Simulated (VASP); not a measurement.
# Si (P6_3/mmc) in VASP: notebook, part 2 of 2

VASP 6.6.1.

### Step 5. Single point, PBE

Contents of INCAR:

```
ADDGRID  = False        
ALGO     = Normal         # electronic algorithm
EDIFF    = 1E-6           # SCF threshold, eV
ENCUT    = 220            # plane-wave cutoff, eV
GGA      = PE             # functional
ISIF     = 2              # what is computed and relaxed
ISMEAR   = 0              # smearing method
LASPH    = True           # aspherical terms in the spheres
LCHARG   = False          # write CHGCAR
LREAL    = False          # projectors in reciprocal space
LWAVE    = False          # write WAVECAR
NBANDS   = 16             # bands
NELM     = 100            # most SCF steps
PREC     = Accurate       # precision mode
SIGMA    = 0.05           # smearing width, eV
```

Contents of KPOINTS:

```
k-points
0
Gamma
  2 2 1
```

Contents of POSCAR:

```
Si
1.0
    3.8313174605      0.0000000000      0.0000000000
   -1.9156587303      3.3180182508      0.0000000000
    0.0000000000      0.0000000000      6.3326220002
Si
4
Direct
    0.6666666667      0.3333333333      0.9369905000
    0.3333333333      0.6666666667      0.4369905000
    0.6666666667      0.3333333333      0.5630095000
    0.3333333333      0.6666666667      0.0630095000
```

Potentials or basis: VASP PAW PBE potentials, release 64 (Si).

On the command line:

```
cat potpaw_PBE.64/Si/POTCAR > POTCAR
mpirun -np 1 vasp_std > vasp.out
```

OUTCAR:

```text
EDIFF = 1E-6
   ENCUT = 220
   GGA = PE
   ISIF = 2
   ISMEAR = 0
   LASPH = True
   LREAL = False
   NELM = 100
   PREC = Accurate

 Found      2 irreducible k-points:

 Following reciprocal coordinates:
            Coordinates               Weight
  0.000000  0.000000  0.000000      1.000000
  0.500000  0.000000  0.000000      3.000000
   k-points           NKPTS =      2   k-points in BZ     NKDIM =      2   number of bands    NBANDS=     16
   number of dos      NEDOS =    301   number of ions     NIONS =      4
   total plane-waves  NPLWV =  12800
   dimension x,y,z NGX =    20 NGY =   20 NGZ =   32
   dimension x,y,z NGXF=    40 NGYF=   40 NGZF=   64
   ions per type =               4
   NGX,Y,Z   is equivalent  to a cutoff of   8.68,  8.68,  8.40 a.u.
   NGXF,Y,Z  is equivalent  to a cutoff of  17.36, 17.36, 16.80 a.u.
 SYSTEM =  unknown system
   PREC   = accura    normal or accurate (medium, high low for compatibility)
   ISTART =      0    job   : 0-new  1-cont  2-samecut
   ICHARG =      2    charge: 1-file 2-atom 10-const
   ISPIN  =      1    spin polarized calculation?
   LNONCOLLINEAR =      F non collinear calculations
   LSORBIT =      F    spin-orbit coupling
   LASPH  =      T    aspherical Exc in radial PAW
   ENCUT  =  220.0 eV  16.17 Ry    4.02 a.u.   4.63  4.63  7.66*2*pi/ulx,y,z
   NELM   =    100;   NELMIN=  2; NELMDL= -5     # of ELM steps
   EDIFF  = 0.1E-05   stopping-criterion for ELM
   LREAL  =      F    real-space projection
   EDIFFG = 0.1E-04   stopping-criterion for IOM
   NSW    =      0    number of steps for IOM
   IBRION =     -1    ionic relax: 0-MD 1-quasi-New 2-CG
   NFREE  =      0    steps in history (QN), initial steepest desc. (CG)
   ISIF   =      2    stress and relaxation
   ISYM   =      2    0-nonsym 1-usesym 2-fastsym
   POTIM  = 0.5000    time-step for ionic-motion
   TEBEG  =    0.0;   TEEND  =   0.0 temperature during run
   PSTRESS=    0.0 pullay stress
   NELECT =      16.0000    total number of electrons
   NUPDOWN=      -1.0000    fix difference up-down
   EMIN   =  10.00;   EMAX   =-10.00  energy-range for DOS
   EFERMI =   0.00;   METHOD = LEGACY
   ISMEAR =     0;   SIGMA  =   0.05  broadening in eV -4-tet -1-fermi 0-gaus
   EFERMI_NEDOS =   21; number of points for ismear=-14 and -15
   IALGO  =     38    algorithm
   IMIX   =      4    mixing-type and parameters
     AMIX     =   0.40;   BMIX     =  1.00
     AMIX_MAG =   1.60;   BMIX_MAG =  1.00
  volume/ion in A,a.u.               =      20.13       135.81
  Fermi-wavevector in a.u.,A,eV,Ry     =   0.955384  1.805414 12.418837  0.912759
  Thomas-Fermi vector in A             =   2.084217
   LORBIT       =      0    0 simple, 1 ext, 2 COOP (PROOUT), +10 PAW based schemes
   GGA     = PE    functional components
   LHFCALC =     F    Hartree Fock is set to
   AEXX    =    0.0000 exact exchange contribution
   IVDW    =     0    specifies the selected vdW correction
   LEPSILON=     F    determine dielectric tensor
   LRPA    =     F    only Hartree local field effects (RPA)
 non-spin polarized calculation
 Gauss-broadening in eV      SIGMA  =   0.05
  energy-cutoff  :      220.00
  volume of cell :       80.50
 maximum number of plane-waves:       591
 NGX is ok and might be reduce to    20
   NGX =  9   NGY =  9   NGZ = 15

 number of electron      15.9999998 magnetization

 Free energy of the ion-electron system (eV)
  ---------------------------------------------------
  ext. energy  EPLUGINS =         0.00000000
  ---------------------------------------------------
  free energy    TOTEN  =       -19.34213855 eV

  energy without entropy =      -19.34213831  energy(sigma->0) =      -19.34213843

 E-fermi :   6.3708     XC(G=0):  -9.3245

 val. band max:        6.1999382729   @ k =   0.0000   0.0000   0.0000
 cond. band min:       6.5444753787   @ k =   0.5000   0.0000   0.0000
 fundamental gap:      0.3445371058
 Fermi energy:         6.3707914692

 k-point     1 :       0.0000    0.0000    0.0000
  band No.  band energies     occupation
      1      -6.0610      2.00000
      2      -3.7461      2.00000
      3      -1.1241      2.00000
      4       4.6481      2.00000
      5       4.6481      2.00000
      6       5.7796      2.00000
[... 8 lines left out ...]
     15      10.3293      0.00000
     16      12.0995      0.00000

 k-point     2 :       0.5000    0.0000    0.0000
  band No.  band energies     occupation
      1      -3.8717      2.00000
      2      -2.3039      2.00000
      3      -1.4586      2.00000
      4       0.1909      2.00000
      5       1.4385      2.00000
      6       3.0901      2.00000
[... 8 lines left out ...]
     15      12.6311      0.00000
     16      14.2514      0.00000

------------------------ aborting loop because EDIFF is reached ----------------------------------------

  FORCE on cell =-STRESS in cart. coord.  units (eV):
  Direction    XX          YY          ZZ          XY          YZ          ZX
  --------------------------------------------------------------------------------------
  -------------------------------------------------------------------------------------
  Total        4.1271539      4.1271539     -2.5165909     -0.0000000      0.0000000     -0.0000000
  in kB       82.1392568     82.1392568    -50.0855830     -0.0000000      0.0000000     -0.0000000
  external PRESSURE =      38.0643102 kB  Pullay stress =       0.0000000 kB

 VOLUME and BASIS-vectors are now :
 -----------------------------------------------------------------------------
  energy-cutoff  :      220.00
  volume of cell :       80.50
      direct lattice vectors                 reciprocal lattice vectors
     3.831317461  0.000000000  0.000000000     0.261006823  0.150692360  0.000000000
    -1.915658730  3.318018251  0.000000000     0.000000000  0.301384720  0.000000000
     0.000000000  0.000000000  6.332622000     0.000000000  0.000000000  0.157912473

 POSITION                                       TOTAL-FORCE (eV/Angst)
 -----------------------------------------------------------------------------------
      1.91566      1.10601      5.93361        -0.000000     -0.000000      0.576153
     -0.00000      2.21201      2.76730         0.000000      0.000000      0.576153
      1.91566      1.10601      3.56533         0.000000     -0.000000     -0.576153
     -0.00000      2.21201      0.39902         0.000000      0.000000     -0.576153
 -----------------------------------------------------------------------------------
    total drift:                                0.000000     -0.000000      0.000000

  FREE ENERGIE OF THE ION-ELECTRON SYSTEM (eV)
  ---------------------------------------------------
  free  energy   TOTEN  =       -19.3421385527 eV

  energy  without entropy=      -19.3421383113  energy(sigma->0) =      -19.34213843
```

OSZICAR:

```text
N       E                     dE             d eps       ncg     rms          rms(c)
DAV:   1     0.153363129052E+02    0.15336E+02   -0.35942E+03    64   0.409E+02
DAV:   2    -0.185811432030E+02   -0.33917E+02   -0.30113E+02    88   0.887E+01
DAV:   3    -0.198503035348E+02   -0.12692E+01   -0.12622E+01    80   0.167E+01
DAV:   4    -0.198608113228E+02   -0.10508E-01   -0.10506E-01    80   0.199E+00
DAV:   5    -0.198609626668E+02   -0.15134E-03   -0.15134E-03    88   0.207E-01    0.859E+00
DAV:   6    -0.195046025110E+02    0.35636E+00   -0.14456E-01    72   0.173E+00    0.530E+00
DAV:   7    -0.193377137290E+02    0.16689E+00   -0.33348E-01    72   0.277E+00    0.298E-01
DAV:   8    -0.193409564016E+02   -0.32427E-02   -0.18545E-02    64   0.646E-01    0.121E-01
DAV:   9    -0.193419072546E+02   -0.95085E-03   -0.78998E-04    88   0.154E-01    0.887E-02
DAV:  10    -0.193421293225E+02   -0.22207E-03   -0.20572E-04    64   0.728E-02    0.100E-02
DAV:  11    -0.193421363725E+02   -0.70500E-05   -0.84452E-06    72   0.149E-02    0.626E-03
DAV:  12    -0.193421385426E+02   -0.21700E-05   -0.31719E-06    64   0.908E-03    0.124E-03
DAV:  13    -0.193421385527E+02   -0.10164E-07   -0.38439E-08    32   0.113E-03
   1 F= -.19342139E+02 E0= -.19342138E+02  d E =-.241416E-06
```

It took 1.9 s on 1 thread of Intel Xeon Platinum 8488C (Sapphire Rapids), shared host; peak memory 0.12 GiB.

The run converged, but a check on its numbers failed (symmetry, net force, bounds or a known fault of this set-up), so they aren't taken as properties of the crystal.

Caveat: the k mesh is coarse (spacing up to 0.99 Å⁻¹), so the values aren't converged; the cutoff lies under the usual one of these potentials, so the numbers hold a large basis-set error; an odd mesh through Γ misses points on the zone boundary, where band edges often lie.
